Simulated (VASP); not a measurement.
# FeGe23 (a cell with a defect) in VASP: further runs

The runs below take FeGe23 (a cell with a defect) through relaxation of the atoms, single point, with PBEsol+U.

Everything below comes from runs of VASP 6.6.1. Logs are shortened: lines on timing, memory, paths and dates and some standing lists are left out, and cuts for length are marked.

## 1. The crystal as given

The cell holds a defect, 24 atoms: a = 12.001 Å, b = 8.001 Å, c = 8.001 Å, α = 60.00°, β = 60.00°, γ = 60.00°.

## 2. Relaxation of the atoms, PBEsol+U, collinear spin, zero start (atoms moved at random, drawn with an rms of 0.05 Å)

Input file INCAR:

```
SYSTEM = FeGe23
ALGO     = Normal         ! electronic algorithm
EDIFF    = 1E-5           ! SCF threshold, eV
EDIFFG   = -0.03          ! ionic threshold
ENCUT    = 350            ! plane-wave cutoff, eV
GGA      = PS             ! functional
IBRION   = 2              ! ionic algorithm
ISIF     = 2              ! what is computed and relaxed
ISMEAR   = 0              ! smearing method
ISPIN    = 2              ! spin polarisation
ISYM     = 0            
KPAR     = 2            
LASPH    = .True.         ! aspherical terms in the spheres
LCHARG   = .False.        ! write CHGCAR
LDAU     = .True.         ! DFT+U
LDAUJ    = 0 0          
LDAUL    = 2 -1           ! shell
LDAUPRINT= 1            
LDAUTYPE = 2            
LDAUU    = 4 0            ! U, eV
LMAXMIX  = 4              ! l up to which the mixer works
LORBIT   = 11             ! projections on sites
LREAL    = Auto         
LWAVE    = .False.        ! write WAVECAR
MAGMOM   = 0 0 0 0 0 0 0 0 0 0 0 0 0 0 0 0 0 0 0 0 0 0 0 0 ! initial moments
NELM     = 120            ! most SCF steps
NSW      = 60             ! ionic steps
NUPDOWN  = 0              ! fixed moment
PREC     = Accurate       ! precision mode
SIGMA    = 0.03           ! smearing width, eV
```

Input file KPOINTS:

```
k-points
0
Gamma
  2 2 2
  0 0 0
```

Input file POSCAR:

```
FeGe23
1.0
    0.0000000000      8.4863100000      8.4863100000
    5.6575400000      0.0000000000      5.6575400000
    5.6575400000      5.6575400000      0.0000000000
Fe Ge
1 23
Direct
    0.0066880000     -0.0027350000     -0.0054800000
   -0.0050390000      0.0014860000      0.5068730000
    0.0015640000      0.5001580000     -0.0020640000
   -0.0013840000      0.4952010000      0.4973690000
    0.3301480000      0.0085470000     -0.0020480000
    0.3313050000      0.0021470000      0.5031650000
    0.3345070000      0.5035520000      0.0005050000
    0.3314300000      0.5034920000      0.4979630000
    0.6688260000     -0.0007170000     -0.0026660000
    0.6617240000      0.0027740000      0.5003710000
    0.6633020000      0.5021050000      0.0072440000
    0.6667290000      0.5080640000      0.5006510000
    0.0876660000      0.1179340000      0.1267010000
    0.0838060000      0.1249010000      0.6234090000
    0.0795930000      0.6263700000      0.1248630000
    0.0842960000      0.6188960000      0.6298820000
    0.4148630000      0.1253630000      0.1212790000
    0.4212690000      0.1261450000      0.6178130000
    0.4179040000      0.6249300000      0.1261400000
    0.4155720000      0.6310160000      0.6281070000
    0.7531510000      0.1283650000      0.1229600000
    0.7551090000      0.1233560000      0.6253110000
    0.7483790000      0.6220300000      0.1226150000
    0.7461380000      0.6341430000      0.6247580000
```

Potentials or basis: VASP PAW PBE potentials, release 64 (Fe, Ge_d).

Launch:

```bash
$ cat potpaw_PBE.64/Fe/POTCAR potpaw_PBE.64/Ge_d/POTCAR > POTCAR
$ mpirun -np 4 vasp_std > vasp.out
```

OUTCAR:

```text
SYSTEM = FeGe23
   EDIFF = 1E-5
   EDIFFG = -0.03
   ENCUT = 350
   GGA = PS
   IBRION = 2
   ISIF = 2
   ISMEAR = 0
   ISPIN = 2
   ISYM = 0
   LASPH = .True.
   LORBIT = 11
   LREAL = Auto
   NELM = 120
   NSW = 60
   NUPDOWN = 0
   PREC = Accurate

 ion  position               nearest neighbor table
   1  0.007  0.997  0.995-  15 2.42  14 2.43  13 2.45  21 2.48
   2  0.995  0.001  0.507-  22 2.35  14 2.44  13 2.49  16 2.50
   3  0.002  0.500  0.998-  16 2.40  15 2.42  23 2.48  13 2.50
   4  0.999  0.495  0.497-  14 2.42  15 2.43  24 2.48  16 2.51
   5  0.330  0.009  0.998-  13 2.38  17 2.40  18 2.48  19 2.51
   6  0.331  0.002  0.503-  20 2.42  14 2.43  18 2.44  17 2.50
[... 16 lines left out ...]
  23  0.748  0.622  0.123-  11 2.37   9 2.47  12 2.47   3 2.48
  24  0.746  0.634  0.625-  10 2.41  12 2.41   4 2.48  11 2.50

IMPORTANT INFORMATION: All symmetrisations will be switched off!
NOSYMM: (Re-)initialisation of all symmetry stuff for point group C_1.

----------------------------------------------------------------------------------------

                                     Primitive cell

  volume of cell :     543.2555

  direct lattice vectors                    reciprocal lattice vectors
     0.000000000  8.486310000  8.486310000    -0.058918423  0.058918423  0.058918423
     5.657540000  0.000000000  5.657540000     0.088377634 -0.088377634  0.088377634
     5.657540000  5.657540000  0.000000000     0.088377634  0.088377634 -0.088377634

  length of vectors
    12.001454697  8.000969798  8.000969798     0.102049702  0.153074553  0.153074553

  position of ions in fractional coordinates (direct lattice)
     0.006688000  0.997265000  0.994520000
     0.994961000  0.001486000  0.506873000
     0.001564000  0.500158000  0.997936000
     0.998616000  0.495201000  0.497369000
     0.330148000  0.008547000  0.997952000
     0.331305000  0.002147000  0.503165000
[... 16 lines left out ...]
     0.748379000  0.622030000  0.122615000
     0.746138000  0.634143000  0.624758000

  ion indices of the primitive-cell ions
   primitive index   ion index
                 1           1
[... 448 lines left out ...]
  o =  0.1983  v =  0.6260 -0.6104 -0.4316  0.0930  0.2013  0.0000  0.0000  0.0000  0.0000  0.0000      0.0000  0.0000  0.0000  0.0000  0.0000  0.0000  0.0000  0.0000  0.0000  0.0000
  o =  0.4082  v =  0.0000  0.0000  0.0000  0.0000  0.0000  0.6118  0.5156  0.0662  0.5953 -0.0353      0.0000  0.0000  0.0000  0.0000  0.0000  0.0000  0.0000  0.0000  0.0000  0.0000
  o =  0.4647  v = -0.5771 -0.4572  0.0362  0.6496  0.1859  0.0000  0.0000  0.0000  0.0000  0.0000      0.0000  0.0000  0.0000  0.0000  0.0000  0.0000  0.0000  0.0000  0.0000  0.0000
  o =  0.8397  v =  0.0000  0.0000  0.0000  0.0000  0.0000 -0.6034 -0.1767 -0.0395  0.7764 -0.0186      0.0000  0.0000  0.0000  0.0000  0.0000  0.0000  0.0000  0.0000  0.0000  0.0000
  o =  0.8427  v = -0.4131 -0.5311 -0.0084 -0.7397 -0.0019  0.0000  0.0000  0.0000  0.0000  0.0000      0.0000  0.0000  0.0000  0.0000  0.0000  0.0000  0.0000  0.0000  0.0000  0.0000
  o =  0.8794  v =  0.0000  0.0000  0.0000  0.0000  0.0000 -0.2701  0.4319 -0.0910 -0.1365 -0.8447      0.0000  0.0000  0.0000  0.0000  0.0000  0.0000  0.0000  0.0000  0.0000  0.0000
  o =  0.8882  v = -0.1822  0.0148 -0.6174  0.1001 -0.7586  0.0000  0.0000  0.0000  0.0000  0.0000      0.0000  0.0000  0.0000  0.0000  0.0000  0.0000  0.0000  0.0000  0.0000  0.0000
  o =  0.8903  v =  0.0000  0.0000  0.0000  0.0000  0.0000 -0.3236  0.4234  0.8008 -0.1084  0.2512      0.0000  0.0000  0.0000  0.0000  0.0000  0.0000  0.0000  0.0000  0.0000  0.0000
  o =  0.9109  v = -0.2667  0.3690 -0.6566 -0.1099  0.5912  0.0000  0.0000  0.0000  0.0000  0.0000      0.0000  0.0000  0.0000  0.0000  0.0000  0.0000  0.0000  0.0000  0.0000  0.0000

--------------------------------------- Ionic step       18  -------------------------------------------

 number of electron     330.0000040 magnetization       0.0000001

 Free energy of the ion-electron system (eV)
  ---------------------------------------------------
  ext. energy  EPLUGINS =         0.00000000
  ---------------------------------------------------
  free energy    TOTEN  =      -115.42741504 eV

  energy without entropy =     -115.42562346  energy(sigma->0) =     -115.42651925

 E-fermi :   4.3149     XC(G=0): -10.1042

 val. band max:        4.2612587829   @ k =   0.5000   0.0000   0.0000
 cond. band min:       4.2821909562   @ k =   0.5000   0.0000   0.0000
 fundamental gap:      0.0209321733
 Fermi energy:         4.2630944266

 spin component 1

 k-point     1 :       0.0000    0.0000    0.0000
  band No.  band energies     occupation
      1     -20.1460      1.00000
      2     -20.1359      1.00000
      3     -20.1313      1.00000
      4     -20.1289      1.00000
      5     -20.1256      1.00000
      6     -20.1242      1.00000
[... 1429 lines left out ...]
    176       6.8989      0.00000
    177       6.9614      0.00000
 Fermi energy:         4.3149482596

 spin component 2

 k-point     1 :       0.0000    0.0000    0.0000
  band No.  band energies     occupation
      1     -20.1468      1.00000
      2     -20.1367      1.00000
      3     -20.1337      1.00000
      4     -20.1301      1.00000
      5     -20.1271      1.00000
      6     -20.1254      1.00000
[... 1429 lines left out ...]
    176       6.9386      0.00000
    177       7.1287      0.00000
 [bands above 177 left out]

------------------------ aborting loop because EDIFF is reached ----------------------------------------

  FORCE on cell =-STRESS in cart. coord.  units (eV):
  Direction    XX          YY          ZZ          XY          YZ          ZX
  --------------------------------------------------------------------------------------
  -------------------------------------------------------------------------------------
  Total       -0.4587582     -0.6621145     -0.9240373      1.0018182     -0.7381705     -0.3739768
  in kB       -1.3529764     -1.9527181     -2.7251846      2.9545772     -2.1770234     -1.1029380
  external PRESSURE =      -2.0102930 kB  Pullay stress =       0.0000000 kB
[... 39 lines left out ...]
  FREE ENERGIE OF THE ION-ELECTRON SYSTEM (eV)
  ---------------------------------------------------
  free  energy   TOTEN  =      -115.4274150422 eV

  energy  without entropy=     -115.4256234552  energy(sigma->0) =     -115.42651925

 reached required accuracy - stopping structural energy minimisation

 total charge

# of ion       s       p       d       tot
------------------------------------------
    1        0.468   0.386   6.383   7.236
    2        1.131   1.243  10.021  12.395
    3        1.131   1.241  10.019  12.391
    4        1.131   1.229  10.019  12.379
    5        1.128   1.251  10.020  12.399
    6        1.122   1.261  10.020  12.403
[... 16 lines left out ...]
   23        1.120   1.259  10.019  12.398
   24        1.119   1.259  10.019  12.397
--------------------------------------------------
tot         26.418  29.122 236.848 292.389

 magnetization (x)

# of ion       s       p       d       tot
------------------------------------------
    1        0.002  -0.005   0.198   0.195
    2        0.002  -0.010   0.000  -0.008
    3       -0.000  -0.006  -0.000  -0.007
    4       -0.002   0.017  -0.001   0.014
    5       -0.004  -0.012  -0.001  -0.017
    6       -0.001  -0.005  -0.000  -0.007
[... 16 lines left out ...]
   23       -0.000  -0.008  -0.001  -0.008
   24       -0.000  -0.010  -0.000  -0.010
--------------------------------------------------
tot         -0.014  -0.099   0.187   0.074
```

CONTCAR:

```text
FeGe23
   1.00000000000000
     0.0000000000000000    8.4863099999999996    8.4863099999999996
     5.6575400000000000    0.0000000000000000    5.6575400000000000
     5.6575400000000000    5.6575400000000000    0.0000000000000000
  Fe              Ge
     1    23
Direct
     0.0028093970990260    0.0015731561345327    0.9984394254806968
     0.0006670642182557    0.9989473480240268    0.5007799743285865
     0.0013218861797873    0.4962899953130975    0.0024205880003949
     0.0003717209907873    0.4988949660816164    0.4986704388542979
     0.3300021204083829    0.0031816588602348    0.0005361839264001
     0.3316347734258241    0.0047408082944595    0.4962151830735229
[... 16 lines left out ...]
     0.7503633910266017    0.6263383698427162    0.1232656506157645
     0.7498261606256572    0.6278759972624436    0.6268230654117719

  0.00000000E+00  0.00000000E+00  0.00000000E+00
  0.00000000E+00  0.00000000E+00  0.00000000E+00
  0.00000000E+00  0.00000000E+00  0.00000000E+00
  0.00000000E+00  0.00000000E+00  0.00000000E+00
  0.00000000E+00  0.00000000E+00  0.00000000E+00
  0.00000000E+00  0.00000000E+00  0.00000000E+00
[... 16 lines left out ...]
  0.00000000E+00  0.00000000E+00  0.00000000E+00
  0.00000000E+00  0.00000000E+00  0.00000000E+00
```

Run time: 2 h. Hardware: 4 MPI ranks of AMD EPYC 9R45 (Zen 5), shared host; peak memory 0.61 GiB.

Results:

- Free energy: -115.4274 eV
- Energy gained by relaxing: 44.7 meV/atom
- Ionic steps: 18
- Largest force after relaxing: 0.027 eV/Å
- Net moment: 0.00 μB per cell
- Site moments: Fe +0.20; Ge -0.01, +0.01, -0.02, -0.00, +0.00, -0.04 μB
- Valence electrons inside the program's atomic spheres: Fe 7.24; Ge 12.39, 12.38, 12.40, 12.41

Forces in eV/Å, atoms in the order of the input:
```
Fe   0.001 -0.009 -0.011
Ge   0.000 -0.010 -0.008
Ge   0.010 -0.008  0.005
Ge   0.007 -0.011  0.008
Ge   0.014  0.008  0.008
Ge  -0.018  0.002  0.019
Ge  -0.018  0.012 -0.008
Ge  -0.011  0.005 -0.009
Ge   0.013 -0.010 -0.009
Ge  -0.002  0.007 -0.004
Ge  -0.006  0.016 -0.012
Ge  -0.012 -0.001 -0.001
Ge  -0.005  0.008  0.016
Ge   0.006 -0.004  0.014
Ge   0.014  0.008  0.007
Ge  -0.003  0.012  0.007
Ge  -0.006 -0.002  0.013
Ge  -0.006  0.004 -0.015
Ge  -0.002 -0.004 -0.005
Ge   0.005 -0.005  0.007
Ge   0.002 -0.012 -0.023
Ge   0.014  0.011 -0.020
Ge   0.011 -0.007  0.024
Ge  -0.005 -0.009 -0.001
```

The path:
```csv
step,energy change (eV),largest force (eV/Å),pressure (GPa)
1,0.0000,1.2967,-0.87
2,-0.9246,0.6726,1.64
3,-0.9951,0.4277,0.05
4,-1.0319,0.2380,-0.45
5,-1.0493,0.2632,-0.15
6,-1.0527,0.2503,-0.15
7,-1.0657,0.1167,-0.16
8,-1.0671,0.0878,-0.17
9,-1.0692,0.0443,-0.17
10,-1.0696,0.0404,-0.19
11,-1.0696,0.0735,-0.18
12,-1.0697,0.0478,-0.18
13,-1.0710,0.0364,-0.19
14,-1.0714,0.0333,-0.20
15,-1.0716,0.0508,-0.19
16,-1.0724,0.0326,-0.18
17,-1.0727,0.0310,-0.20
18,-1.0731,0.0275,-0.20
```

Final structure:
```
CELL_PARAMETERS angstrom
0.00000 8.48631 8.48631
5.65754 0.00000 5.65754
5.65754 5.65754 0.00000
ATOMIC_POSITIONS crystal
Fe 0.00281 0.00157 0.99844
Ge 0.00067 0.99895 0.50078
Ge 0.00132 0.49629 0.00242
Ge 0.00037 0.49889 0.49867
Ge 0.33000 0.00318 0.00054
Ge 0.33163 0.00474 0.49622
Ge 0.33047 0.50365 0.00094
Ge 0.33095 0.50323 0.50077
Ge 0.66914 0.00304 0.00020
Ge 0.66487 0.00507 0.49668
Ge 0.66619 0.49712 0.00237
Ge 0.66709 0.50215 0.49911
Ge 0.07871 0.11873 0.12406
Ge 0.08228 0.11918 0.63548
Ge 0.07975 0.64051 0.11866
Ge 0.08068 0.62484 0.62735
Ge 0.41795 0.12668 0.12141
Ge 0.41563 0.12665 0.62519
Ge 0.41622 0.62722 0.12515
Ge 0.41723 0.62751 0.62467
Ge 0.76288 0.11903 0.12134
Ge 0.75051 0.12507 0.62517
Ge 0.75036 0.62634 0.12327
Ge 0.74983 0.62788 0.62682
```

Eigenvalues of the final occupation matrices:
```
    site  spin  trace               eigenvalues
site 1 d     1   3.30  0.20 0.46 0.84 0.89 0.91
site 1 d     2   3.11  0.09 0.41 0.84 0.88 0.89
```

Caveat: the k mesh is coarse (spacing up to 0.48 Å⁻¹), so the values aren't converged; the cutoff is under 1.25 times the usual one of these potentials, so pressure, stress and relaxed cells hold a basis-set (Pulay) error; the PAW data sets were made with another functional, which shifts forces and pressure a little; the total moment is fixed, so each spin has its own Fermi level; the U is typed as a test and isn't derived for this compound.

(Part 1 of 3 ends here.)
